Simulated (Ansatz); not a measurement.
One crystal and one scan (energy against volume) at two levels, r2SCAN (plane waves to 500 eV, PAW, scalar-relativistic; Ansatz, a first-principles code) and PBE (plane waves to 420 eV, PAW, scalar-relativistic; Ansatz), each from its own relaxed cell and on its own mesh. The cell shown is that of r2SCAN.

Ti3SiC2 (MAX-312 type, space group P6_3/mmc)

```xyz
12
Lattice="3.0673 0.0000 0.0000 -1.5336 2.6563 0.0000 0.0000 0.0000 17.6756" Properties=species:S:1:pos:R:3 pbc="T T T"
Ti     0.0000     0.0000     0.0000
Ti     0.0000     0.0000     8.8378
Ti     0.0000     1.7709     2.3887
Ti     1.5336     0.8854    11.2265
Ti     1.5336     0.8854    15.2868
Ti     0.0000     1.7709     6.4491
Si     0.0000     0.0000     4.4189
Si     0.0000     0.0000    13.2567
C      0.0000     1.7709    10.1192
C      1.5336     0.8854     1.2814
C      1.5336     0.8854     7.5564
C      0.0000     1.7709    16.3941
```

The volume is varied about the relaxed value V₀ at fixed cell shape. The atoms relax within the cell's symmetry.

The energy includes the smearing's −TS. Ti3SiC2 is run without spin polarisation. Ti3SiC2 was relaxed with its symmetry unable to fall. With the shape held, the modulus is that of even scaling; a crystal free to change shape is softer. Percentages come from the unrounded values. Both scans cover V/V₀ from 0.940 to 1.060.

Results of r2SCAN:

```
Item                                                                         Value
---------------------------------------------------------------------------  -----
Lattice constant a (Å)                                                       3.067
Lattice constant c (Å)                                                       17.68
Relaxed volume (Å³/atom)                                                     12.00
Pressure at the smallest volume (GPa)                                         13.6
Bulk modulus at fixed cell shape B₀ (third-order Birch-Murnaghan fit) (GPa)  192.9
Pressure for 5 % compression (fit) (GPa)                                      11.1
```

Task: What does PBE give for the same quantities?

Result: 
```
quantity                                                                       PBE     r2SCAN − PBE
---------------------------------------------------------------------------  -----  ---------------
Lattice constant a (Å)                                                       3.073  -0.006 (-0.2 %)
Lattice constant c (Å)                                                       17.72   -0.04 (-0.3 %)
Relaxed volume (Å³/atom)                                                     12.08   -0.08 (-0.6 %)
Pressure at the smallest volume (GPa)                                         13.0      +0.6 (+5 %)
Bulk modulus at fixed cell shape B₀ (third-order Birch-Murnaghan fit) (GPa)  183.6    +9.3 (+5.1 %)
Pressure for 5 % compression (fit) (GPa)                                      10.5      +0.6 (+5 %)
```

r2SCAN gives the higher value for: pressure at the smallest volume; bulk modulus at fixed cell shape B₀; pressure for 5 % compression. r2SCAN gives the lower value for: lattice constant c; relaxed volume. They agree on: lattice constant a (within 0.2 %). Neither level is exact: the differences show how much the result hangs on the functional.

(Under strain, the slope of the energy per volume gives the stress and its curvature an elastic modulus.)
